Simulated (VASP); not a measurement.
ZnS:

```xyz
2
Lattice="0.0000 2.7020 2.7020 2.7020 0.0000 2.7020 2.7020 2.7020 0.0000" Properties=species:S:1:pos:R:3 pbc="T T T"
Zn    4.0530    4.0530    4.0530
S     0.0000    0.0000    0.0000
```

| Quantity | Value |
| --- | --- |
| Program | VASP 6.6.1 |
| Task | relaxation of cell and atoms |
| Functional | LDA |
| Potentials or basis | VASP PAW LDA potentials, release 64 (Zn, S) |
| Cutoff | 600 eV |
| k mesh | 9 × 9 × 9 |
| Occupations | fermi-dirac, width 0.05 eV |
| Spin | no spin polarisation |

At the start: pressure -4.3 GPa; volume 19.73 Å³/atom.

How do energy, volume and symmetry change on relaxing?

Over 3 steps the energy falls by 15.7 meV/atom and the volume is 18.62 Å³/atom (-5.6 %); space group F-43m (No. 216, to 0.05 Å).

Step by step:
| step | energy change (eV) | largest force (eV/Å) | pressure (GPa) | volume (Å³) |
| --- | --- | --- | --- | --- |
| 1 | 0.0000 | 0.0000 | -4.27 | 39.45 |
| 2 | -0.0274 | 0.0000 | 1.78 | 36.53 |
| 3 | -0.0314 | 0.0000 | -0.14 | 37.24 |

Final structure:
```cif
data_structure
_symmetry_space_group_name_H-M 'P 1'
_symmetry_Int_Tables_number 1
_cell_length_a 3.7485
_cell_length_b 3.7485
_cell_length_c 3.7485
_cell_angle_alpha 60.000
_cell_angle_beta 60.000
_cell_angle_gamma 60.000
_cell_volume 37.24
loop_
_atom_site_label
_atom_site_type_symbol
_atom_site_fract_x
_atom_site_fract_y
_atom_site_fract_z
_atom_site_occupancy
Zn1 Zn 0.75000 0.75000 0.75000 1
S1 S 0.00000 0.00000 0.00000 1
```
